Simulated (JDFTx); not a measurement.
Si:

```xyz
2
Lattice="0.0000 2.7219 2.7219 2.7219 0.0000 2.7219 2.7219 2.7219 0.0000" Properties=species:S:1:pos:R:3 pbc="T T T"
Si    2.7219    2.7219    2.7219
Si    4.0828    4.0828    4.0828
```

Program: JDFTx 1.7.0 (patched build). Alike in all runs: no spin polarisation; cell as given; smearing fermi-dirac 0.05 eV. Hardware: 1 thread of Arm Neoverse N1 (shared host).

**Question.** Order these runs on this cell by their wall time, lowest first.
A. task single point; level r2SCAN; potentials or basis SG15-PBE-1.2; k mesh 8 × 8 × 8; cutoff (eV) 1088; max SCF steps 100; SCF threshold on the energy 1e-09 Ha; solver of the electrons scf; further solve for the empty bands yes
B. task band structure; level PBEsol; potentials or basis PseudoDojo-SR-PBEsol-0.4.1-standard; k mesh 8 × 8 × 8; cutoff (eV) 490; band ratio of the Davidson solver 1.3; max SCF steps 30; SCF threshold on the energy 1e-06 Ha; solver of the electrons minimize; further solve for the empty bands no
C. task band structure; level BJ06; potentials or basis SG15-PBE-1.2; k mesh 5 × 5 × 5; cutoff (eV) 1088; band ratio of the Davidson solver 1.3; max SCF steps 30; SCF threshold on the energy 1e-06 Ha; solver of the electrons minimize; further solve for the empty bands no
D. task single point; level PBEsol; potentials or basis PseudoDojo-SR-PBEsol-0.4.1-standard; k mesh 8 × 8 × 8; cutoff (eV) 490; max SCF steps 100; SCF threshold on the energy 1e-09 Ha; solver of the electrons scf; further solve for the empty bands yes

**Answer.** B (12 s), D (25 s), C (170 s), A (360 s).

Caveats: a model potential gives levels but no total energy (some runs).

Runs at the PBE level aren't shown here.
